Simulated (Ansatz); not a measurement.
# AlN: the crystal squeezed far

The task here is to estimate one member of a computed series from the others.

Method: DFT PBE, with the methods named in each step, in Ansatz 0.2.0.

## Starting point

The structure is cubic, space group Pm-3m (No. 221). Conventional cell: a = 2.714 Å, b = 2.714 Å, c = 2.714 Å, α = 90.00°, β = 90.00°, γ = 90.00°. Al (site symmetry m-3m) is surrounded by 8 N at 2.35 Å. N (site symmetry m-3m) is surrounded by 8 Al at 2.35 Å.

Coordinates:

```cif
data_structure
_symmetry_space_group_name_H-M 'P 1'
_symmetry_Int_Tables_number 1
_cell_length_a 2.7144
_cell_length_b 2.7144
_cell_length_c 2.7144
_cell_angle_alpha 90.000
_cell_angle_beta 90.000
_cell_angle_gamma 90.000
_cell_volume 20.00
loop_
_atom_site_label
_atom_site_type_symbol
_atom_site_fract_x
_atom_site_fract_y
_atom_site_fract_z
_atom_site_occupancy
Al1 Al 0.00000 0.00000 0.00000 1
N1 N 0.50000 0.50000 0.50000 1
```

Whether this phase is the stable one at these pressures isn't tested.

Atoms are numbered in the order of the input: Al1, N2.

Set-up of the first run:

The input, input.yaml:

```yaml
crystal:
  lattice:
    - [2.7144176166, 0.0, 0.0]
    - [0.0, 2.7144176166, 0.0]
    - [0.0, 0.0, 2.7144176166]
  atoms:
    - { symbol: Al, position: [0.0, 0.0, 0.0] }
    - { symbol: "N", position: [0.5, 0.5, 0.5] }
kpoints:
  mp_grid: { grid: [15, 15, 15] }
scf:
  occupations: { method: fermi_dirac, width: 0.1 }
hamiltonian:
  xc: pbe
  pseudopotentials: { kind: paw }
output:
  forces: true
  stress: true
relax:
  f_tol: 0.005
  max_steps: 40
  cell: {}
```

Launch:

```
> ansatz run input.yaml --threads 1 --pin off --max-ram 2048MiB --backend cpu --events-out ev --progress --plain --runs-dir out
```

Steps of the session up to this table: Cell relaxed at zero pressure, PAW; Volume scaled by 1, PAW; Volume scaled by 0.94, PAW; Volume scaled by 0.88, PAW; Volume scaled by 0.8, PAW; Volume scaled by 0.72, PAW; Volume scaled by 0.64, PAW; Volume scaled by 0.55, PAW; Volume scaled by 0.55, PAW (level accurate).

One of the session's tables, all rows but one given; the rest of the session is left out.

| method | volume over the first | volume (Å³/atom) | pressure (GPa) |
| --- | --- | --- | --- |
| PAW | 1 | 8.935 | 0.00 |
| PAW | 0.94 | ? | ? |
| PAW | 0.88 | 7.863 | 31.74 |
| PAW | 0.8 | 7.148 | 67.28 |
| PAW | 0.72 | 6.434 | 122.43 |
| PAW | 0.64 | 5.719 | 209.82 |
| PAW | 0.55 | 4.915 | 376.42 |
| PAW (level accurate) | 0.55 | 4.915 | 377.68 |

**Question.** Estimate the row for PAW, 0.94.

The run gave: volume (Å³/atom): 8.399; pressure (GPa): 13.39. In the column «volume (Å³/atom)» it lies between PAW, 0.88 (7.863) and PAW, 1 (8.935).
